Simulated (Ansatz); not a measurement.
This script for a supercell folding check of S, space group R-3m with the Ansatz DFT code, driven from Python holds a mistake.

`s_fold.py`
```python
# -*- coding: utf-8 -*-
'''Band folding check for S.'''

import ansatz as az
import pandas as pd

material = (
    az.Lattice.of([1.6385, 0.945988, 0.861333], [-1.6385, 0.945988, 0.861333], [0.0, -1.891977, 0.861333])
    .atom('S', [0.0, 0.0, 0.0])
)

# the mesh shrinks as the cell grows, so that all cells sample the same points
mesh = (10, 10, 10)
rows = []
for repeats in [(1, 1, 1), (1, 1, 2)]:
    base = (
        material.supercell(*repeats).calculation()
        .functional('pbe')
        .basis(510)
        .occupations('fermi_dirac', width=50 * az.meV)
        .relax()  # relax until the tolerances are met
        .elastic('clamped_ion')
        .kpoints(*(k // n for k, n in zip(mesh, repeats)))
    )
    summary = base.run(threads=1, pin='off').report
    n = len(summary['lattice']['sites'])
    rows.append((repeats, n, summary['free_energy_ev'] / n, summary['fermi_energy_ev'], summary['n_kpoints'], summary['n_symmetry_ops']))
print(pd.DataFrame(rows, columns=['repeats', 'atoms', 'F/atom eV', 'Fermi level eV', 'k-points', 'symmetry operations']).round(4).to_string(index=False))
```

`python s_fold.py` gives:
```text
Traceback (most recent call last):
  File "s_fold.py", line 22, in <module>
    .elastic('clamped_ion')
     ~~~~~~~^^^^^^^^^^^^^^^
  ...
ansatz.errors.InputError: .elastic: this is already a relax run, and a run has one kind. Branch from the calculation before .relax(…) to get a elastic run with the same settings
```
(Library frames cut from the traceback.)

Find the fault and give the corrected script.

The fault: two kinds of run are asked of one calculation. Mended:

```diff
--- before
+++ after
@@ -20,4 +20,2 @@
         .occupations('fermi_dirac', width=50 * az.meV)
-        .relax()  # relax until the tolerances are met
-        .elastic('clamped_ion')
         .kpoints(*(k // n for k, n in zip(mesh, repeats)))
```

The mended script runs so:

Output of `python s_fold.py`:
```text
  repeats  atoms  F/atom eV  Fermi level eV  k-points  symmetry operations
(1, 1, 1)      1  -898.0785         24.2234       116                   12
(1, 1, 2)      2  -898.0785         24.2234       141                    8
```

Total energies depend on the potentials; only differences at equal settings carry meaning. For a metal this k-point mesh is coarse: on a finer one energies can move by several to tens of meV an atom and pressures by half a GPa or more, differences at one mesh by less. This isn't the structure that S takes at ambient conditions. The count of operations in a supercell holds its pure translations too, and an uneven repeat can lower the point group. Run time: 2.9 s on 1 thread of Arm Neoverse V2, with other jobs on the host, peak memory 0.41 GiB.

(A comment or docstring line of the script was reworded after the run, the code is as it ran; lines on the test bed's own set-up are left out of the output.)
